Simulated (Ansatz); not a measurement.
C5H8O2 can be A, `CC(=O)CC(C)=O`, or B, `C=C(C)C(=O)OC`.

Program: Ansatz. Geometries: PBE0-D4/def2-TZVP. ΔE: electronic, gas phase. CCSD(T)/CBS adds triple-zeta CCSD(T) − MP2 to the extrapolated MP2 energy (def2 sets, frozen cores). DFT in def2-TZVPP. B3LYP here is the variant with VWN-RPA as its local correlation; programs differ in this. One conformer a species, not always the lowest.

A:

Z-matrix (Å, degrees):
```
C
C 1 1.498
H 1 1.094 2 109.8
H 1 1.094 2 109.3 3 -116.7
H 1 1.088 2 110.5 3 122.5
O 2 1.205 1 123.4 3 -129.5
C 2 1.523 1 115.8 3 48.2
C 7 1.523 2 107.1 1 -89.0
H 7 1.090 2 111.0 1 28.9
H 7 1.090 2 108.2 1 151.3
C 8 1.498 7 115.8 2 -88.4
O 8 1.205 7 120.7 2 89.4
H 11 1.094 8 109.8 7 47.9
H 11 1.094 8 109.2 7 -68.8
H 11 1.088 8 110.4 7 170.5
```

B:

Z-matrix (Å, degrees):
```
C
C 1 1.494
H 1 1.093 2 111.1
H 1 1.090 2 110.5 3 -120.8
H 1 1.093 2 111.1 3 118.5
C 2 1.491 1 119.0 3 -59.1
C 2 1.330 1 124.0 3 120.9
O 6 1.204 2 125.6 1 -179.7
O 6 1.341 2 111.4 1 0.3
H 7 1.084 2 121.3 1 -0.0
H 7 1.083 2 120.2 1 180.0
C 9 1.422 6 115.1 2 180.0
H 12 1.091 9 110.6 6 60.2
H 12 1.091 9 110.6 6 -60.2
H 12 1.088 9 105.9 6 -180.0
```

**Question.** Which is lower in electronic energy at CCSD(T)/CBS, and by how much? (An estimate is asked.)

**Answer.** Computed: A, by 6.0 kcal/mol.

**Question.** Give E(B) − E(A) in kcal/mol with CCSD(T)/def2-TZVPP, PBE-D4, MP2/def2-TZVPP, HF/def2-TZVPP, B3LYP, PBE0-D4, B3LYP-D4. (Estimate.)

**Answer.** Ansatz gave: CCSD(T)/def2-TZVPP 6.0, PBE-D4 7.3, MP2/def2-TZVPP 6.3, HF/def2-TZVPP 6.5, B3LYP 5.7, PBE0-D4 6.9, B3LYP-D4 6.0. None reverses the order clearly.

Largest T1 diagnostic: 0.015.
